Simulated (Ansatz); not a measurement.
# Does relaxation matter for the field gradients of Hf3N4?

Start: a structure deposited in the COD.

```cif
data_Hf3N4
_symmetry_space_group_name_H-M 'I-43d'
_symmetry_Int_Tables_number 220
_cell_length_a 6.7010
_cell_length_b 6.7010
_cell_length_c 6.7010
_cell_angle_alpha 90.000
_cell_angle_beta 90.000
_cell_angle_gamma 90.000
loop_
_atom_site_label
_atom_site_type_symbol
_atom_site_symmetry_multiplicity
_atom_site_Wyckoff_symbol
_atom_site_fract_x
_atom_site_fract_y
_atom_site_fract_z
Hf Hf 12 a 0.3750 0.0000 0.2500
N N 16 c 0.0630 0.0630 0.0630
```

One atom of each set is listed; the run and its k-mesh use a cell of 14 atoms with edges of 5.80, 5.80, 5.80 Å.

Level of theory: DFT, PBE, plane waves and PAW (field gradients read without the response of the frozen cores, which leaves them typically 4 to 6 % off), scalar-relativistic, 420 eV cutoff, Γ-centred 6×6×6 k-points, Fermi–Dirac smearing 0.02 eV (Ansatz 0.2.0).

The largest force at the start is 0.32 eV/Å. Relaxing the ions at fixed cell moves them by 0.055 Å at most (atom 9, N) and 0.042 Å rms.

| site | moved (Å) | first shell before | first shell after | V_zz before (10²¹ V/m²) | η before |
| --- | --- | --- | --- | --- | --- |
| Hf | 0.000 | 8 N at 2.18–2.47 Å | 8 N at 2.21–2.44 Å | 33.1 | 0.00 |
| N | 0.055 | 6 Hf at 2.18–2.47 Å | 6 Hf at 2.21–2.44 Å | 1.04 | 0.00 |

**Question.** How do the gradients change?

**Answer.** 

```csv
site,V_zz after,η after,change of V_zz
Hf,25.2,0.00,-7.89
N,0.80,0.00,-0.24
```

The largest change of V_zz is on Hf, from 33.1 to 25.2. In per cent, |V_zz| changes by -24 on Hf, -22 on N (all sites that start above 0.5).

Without spin–orbit coupling the gradients at and beside Hf can be off by some per cent, at some sites by more.
